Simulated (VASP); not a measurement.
## BaTe in VASP 6.6.1, relaxation

INCAR

```
LASPH = .TRUE.
LWAVE = .FALSE.
EDIFFG = -5E-3
LREAL = .FALSE.
ISMEAR = -1
NSW = 30
PREC = Accurate
GGA = QQ
LCHARG = .FALSE.
NELM = 74
ENCUT = 600
IBRION = 2
EDIFF = 1E-7
ISIF = 3
SIGMA = 0.02
NBANDS = 15
```

KPOINTS

```
KPOINTS created by Atomic Simulation Environment
0
Gamma
6 6 6
0 0 0
```

POSCAR

```
Ba Te
 1.0000000000000000
     0.0000000000000000    3.5323868449007647    3.5323868449007647
     3.5323868449007647    0.0000000000000000    3.5323868449007647
     3.5323868449007647    3.5323868449007647    0.0000000000000000
 Ba  Te
   1   1
Cartesian
 -0.0000000000000000 -0.0000000000000000 -0.0000000000000000
  3.5323868449007643  3.5323868449007643  3.5323868449007643
```

The recommended PBE PAW datasets give the neutral cell 16 valence electrons.

Command

```
mpirun -np 1 vasp_std
```

Standard output (part)

```
POSCAR found type information on POSCAR BaTe
 POSCAR found :  2 types and       2 ions
|     EEEEEEE  RRRRRR   RRRRRR   OOOOOOO  RRRRRR      ###     ###     ###     |
|     E        R     R  R     R  O     O  R     R     ###     ###     ###     |
|     E        R     R  R     R  O     O  R     R     ###     ###     ###     |
|     EEEEE    RRRRRR   RRRRRR   O     O  RRRRRR       #       #       #      |
|     E        R    R   R    R   O     O  R    R      ###     ###     ###     |
|     EEEEEEE  R     R  R     R  OOOOOOO  R     R     ###     ###     ###     |
|     Error: One of the selected functionals does not exist.                  |
|       ---->  I REFUSE TO CONTINUE WITH THIS SICK JOB ... BYE!!! <----       |
```

VASP stopped before the first electronic step.

Task: Find the fault in these files.

Result: Unknown functional word. VASP stopped before the first electronic step.
